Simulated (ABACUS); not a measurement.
Write an ASE script for ABACUS 3.10.1 that does the following.

```
Task                                          : relaxation of cell and atoms
Functional                                    : PBE
Potentials or basis                           : Ansatz NC PBE
Cutoff                                        : 1361 eV
Density cutoff                                : 5442 eV
Basis                                         : TZDP LCAO (the cutoffs set its grid)
k mesh                                        : 9 × 9 × 9
Occupations                                   : fermi-dirac, width 0.05 eV
Spin                                          : no spin polarisation
Orbital files                                 : Ga Ga_confined-atom_8au_3s3p3d1f.orb, N N_confined-atom_6au_3s3p2d1f.orb
Optimiser                                     : ASE BFGS
Force threshold                               : 0.03 eV/Å
Max steps                                     : 60
Cell moves                                    : yes
Radial cutoff of the potentials (pseudo_rcut) : 10 bohr
SCF threshold on the density                  : 1e-07
Max SCF steps                                 : 100
Eigensolver                                   : scalapack_gvx
Mixing                                        : broyden
Mixing share                                  : 0.7
Symmetry key                                  : 1
Bands                                         : 13
```

The structure of GaN lies in POSCAR:

```
GaN
1.0
    0.0000000000      2.2535006075      2.2535006075
    2.2535006075      0.0000000000      2.2535006075
    2.2535006075      2.2535006075      0.0000000000
Ga N
1 1
Direct
    0.0000000000      0.0000000000      0.0000000000
    0.2500000000      0.2500000000      0.2500000000
```

The cell is a database's computed one.

These files were run (other wordings do the same):

run_abacus.py

```python
"""Relaxation by an ASE optimiser with ABACUS as a small file-based calculator."""
import re
import subprocess
import numpy as np
from ase.calculators.calculator import Calculator, all_changes
from ase.filters import FrechetCellFilter
from ase.io import read
from ase.optimize import BFGS
from ase.stress import full_3x3_to_voigt_6_stress
from ase.units import Bohr, GPa

atoms = read("POSCAR")
atoms = atoms[(-atoms.numbers).argsort(kind="stable")]  # ABACUS lists atoms element by element
pseudo = {'Ga': 'Ga.upf', 'N': 'N.upf'}
orbital = {'Ga': 'Ga_confined-atom_8au_3s3p3d1f.orb', 'N': 'N_confined-atom_6au_3s3p2d1f.orb'}
magmoms = None
kmesh = [9, 9, 9]
params = {
    'suffix': 'GaN',
    'calculation': 'scf',
    'basis_type': 'lcao',
    'pseudo_dir': './',
    'orbital_dir': './',
    'symmetry': 1,
    'dft_functional': 'pbe',
    'ecutwfc': 100,
    'pseudo_rcut': 10,
    'nspin': 1,
    'nbands': 13,
    'ks_solver': 'scalapack_gvx',
    'smearing_method': 'fd',
    'smearing_sigma': 0.00367493,
    'scf_thr': 1e-07,
    'scf_nmax': 100,
    'mixing_type': 'broyden',
    'mixing_beta': 0.7,
    'cal_force': 1,
    'cal_stress': 1,
    'out_mul': 1,
}

def write_input(atoms):
    symbols = atoms.get_chemical_symbols()
    elements = list(dict.fromkeys(symbols))
    lines = ["ATOMIC_SPECIES"] + [f"{e} {atoms.get_masses()[symbols.index(e)]:.4f} {pseudo[e]}" for e in elements]
    if orbital:
        lines += ["", "NUMERICAL_ORBITAL"] + [orbital[e] for e in elements]
    lines += ["", "LATTICE_CONSTANT", f"{1 / Bohr:.10f}", "", "LATTICE_VECTORS"]
    lines += [" ".join(f"{x:.10f}" for x in v) for v in atoms.cell]
    lines += ["", "ATOMIC_POSITIONS", "Direct"]
    for e in elements:
        lines += ["", e, "0.0", str(symbols.count(e))]
        for i, p in enumerate(atoms.get_scaled_positions(wrap=False)):
            if symbols[i] == e:
                mag = "" if magmoms is None else " mag " + " ".join(str(x) for x in (magmoms[i] if isinstance(magmoms[i], list) else [magmoms[i]]))
                lines.append(" ".join(f"{x:.10f}" for x in p) + " 1 1 1" + mag)
    open("STRU", "w").write("\n".join(lines) + "\n")
    open("KPT", "w").write("K_POINTS\n0\nGamma\n%d %d %d 0 0 0\n" % tuple(kmesh))
    open("INPUT", "w").write("INPUT_PARAMETERS\n" + "".join(f"{k:<20s}{v}\n" for k, v in params.items()))

class Abacus(Calculator):
    implemented_properties = ["energy", "free_energy", "forces", "stress"]

    def calculate(self, atoms=None, properties=("energy",), system_changes=all_changes):
        super().calculate(atoms, properties, system_changes)
        write_input(self.atoms)
        subprocess.run(['mpirun', '-np', '4', 'abacus'], check=True)
        log = open("OUT.GaN/running_scf.log").read()
        if "charge density convergence is achieved" not in log:
            raise RuntimeError("SCF not converged")
        rows = lambda title, n: np.array([l.split()[-3:] for l in log.split(title)[-1].split("\n")[2:2 + n]], float)
        energy = float(re.findall(r"FINAL_ETOT_IS (\S+)", log)[-1])
        stress = -rows("TOTAL-STRESS", 3) / 10 * GPa  # ABACUS prints kbar, compression positive
        self.results = dict(energy=energy, free_energy=energy, forces=rows("TOTAL-FORCE", len(self.atoms)), stress=full_3x3_to_voigt_6_stress(stress))

atoms.calc = Abacus()
opt = BFGS(FrechetCellFilter(atoms), logfile="opt.log", trajectory="relax.traj")
print("optimiser converged:", opt.run(fmax=0.03, steps=60))
```

Potentials or basis: Ansatz NC PBE, TZDP LCAO (the cutoffs set its grid).

Command:

```bash
$ OMP_NUM_THREADS=1 python run_abacus.py > log
```

It gave:

| Quantity | Value |
| --- | --- |
| Relaxed volume | 11.83 Å³/atom |
| Relaxed cell | a = 3.223 Å, b = 3.223 Å, c = 3.223 Å, α = 60.00°, β = 60.00°, γ = 60.00° |
| Space group after relaxing (to 0.05 Å) | F-43m (No. 216) |
| Energy gained by relaxing | 7.5 meV/atom |
| Ionic steps | 3 |
| Pressure after relaxing | 0.2 GPa |
| Band gap on the k mesh | 1.59 eV, direct |
| Mulliken charges | Ga +0.35; N -0.35 e |

Caveat: the atomic orbitals were generated for these runs and aren't a published set; Mulliken charges move with the basis; the basis of atomic orbitals isn't converged, which shifts pressures, moduli and gaps.

Wall time 37 s on 4 MPI ranks on AMD EPYC 9R14 (Zen 4), with other jobs on the host, peak memory 0.6 GiB a rank.
